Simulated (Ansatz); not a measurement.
A run of Ansatz 0.2.0 is set up as follows.

Contents of run.py:

```python
import json

import ase.io
import numpy as np
from ase.calculators.calculator import CalculationFailed, Calculator
from ase.stress import full_3x3_to_voigt_6_stress
from ase.units import GPa

import ansatz as az

class AnsatzCalculator(Calculator):
    implemented_properties = ["energy", "free_energy", "forces", "stress", "magmom"]

    def calculate(self, atoms, properties, system_changes):
        super().calculate(atoms, properties, system_changes)
        structure = atoms.copy()
        structure.set_constraint()
        structure.set_momenta(None)
        structure.set_masses(None)
        outcome = (
            az.Crystal.from_ase(structure)
            .calculation()
            .basis(xc_grid=2)
            .kpoints(6, 6, 5)
            .functional("pbe")
            .pseudopotentials(kind="paw")
            .scf(tolerance=2e-10)
            .occupations(method="fixed")
            .forces()
            .stress()
            .run(threads=2)
        )
        if not outcome.report["converged"]:
            raise CalculationFailed("SCF not converged")
        report = outcome.report
        self.results = {
            "free_energy": report["lagrangian_ev"],
            "energy": report["lagrangian_ev"],
            "forces": np.array(report["forces_ev_ang"]),
            "stress": -GPa * full_3x3_to_voigt_6_stress(report["stress_gpa"]),
            "magmom": report["magnetization_mub"],
        }

np.set_printoptions(precision=5, suppress=True, linewidth=110)
atoms = ase.io.read("Se.cif")
atoms.info.pop("occupancy", None)
atoms.calc = AnsatzCalculator()
cell = atoms.cell[:].copy()
pairs = [(0, 0), (1, 1), (2, 2), (1, 2), (0, 2), (0, 1)]
C = np.zeros((6, 6))
for j, (a, b) in enumerate(pairs):
    stress = []
    for e in (0.003, -0.003):
        strain = np.eye(3)
        strain[a, b] += e if a == b else e / 2
        strain[b, a] = strain[a, b]
        atoms.set_cell(cell @ strain, scale_atoms=True)
        stress.append(atoms.get_stress())
    C[:, j] = (stress[0] - stress[1]) / (2 * 0.003) / GPa
print("clamped-ion stress-strain coefficients (GPa, Voigt)", C.round(1), sep="\n")
print(f"Voigt bulk modulus {(C[:3, :3].sum()) / 9:.1f} GPa")
json.dump({"C": C.tolist()}, open("results.json", "w"))
```

Contents of Se.cif:

```cif
data_Se
_cell_length_a 4.35517000
_cell_length_b 4.35517000
_cell_length_c 4.94945000
_cell_angle_alpha 90.00000000
_cell_angle_beta 90.00000000
_cell_angle_gamma 120.00000000
_space_group_name_H-M_alt 'P3_221'
_space_group_name_Hall 'P 32 2"'
_space_group_IT_number 154
loop_
_space_group_symop_operation_xyz
'x,y,z'
'-y,x-y,z+2/3'
'-x+y,-x,z+1/3'
'y,x,-z'
'x-y,-y,-z+1/3'
'-x,-x+y,-z+2/3'
loop_
_atom_site_label
_atom_site_type_symbol
_atom_site_symmetry_multiplicity
_atom_site_Wyckoff_symbol
_atom_site_fract_x
_atom_site_fract_y
_atom_site_fract_z
_atom_site_occupancy
Se1 Se 3 b 0.7830000000 0.7830000000 0.5000000000 1
```

Potentials or basis: Ansatz PAW.

The run is started by

```sh
$ python run.py
```

**Question.** Estimate the Voigt bulk modulus.

**Answer.** 70 GPa.

Elastic tensor in Voigt notation (GPa, ions clamped, in the Cartesian axes of the cell as first typed):
```
 62  35  69 -25   0   0
 35  62  69  25   0   0
 72  72 153   0   0   0
-25  25   0  56   0   0
  0   0   0   0  56 -25
  0   0   0   0 -25  13
```
